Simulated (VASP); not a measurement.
Energy against volume of InN (wurtzite). Computed with r2SCAN meta-GGA, VASP's PBE PAW potentials (set 64) (plane waves; VASP). Run with 520 eV cut-off, 7×7×4 Γ-centred mesh, Gaussian smearing of 0.050 eV, potentials In_d N.

Shape and ions are relaxed at each volume.

```tsv
V (Å³/atom)	E (eV/atom)
15.168	-15.96311
15.637	-15.97005
16.106	-15.96481
16.575	-15.94922
```

Problem. Fit these four points and predict the energy of the run at 14.699 Å³/atom.

Solution. A cubic in V^(−2/3), the third-order Birch-Murnaghan form, passes through the four points with V0 = 15.66 Å³/atom and B0 = 138 GPa, and gives -15.9418 eV/atom there. The run gave -15.9416 eV/atom, +0.1 meV/atom from the fit; all five points give B0 = 138 GPa.

The compound is InN in the wurtzite structure. It was relaxed first.
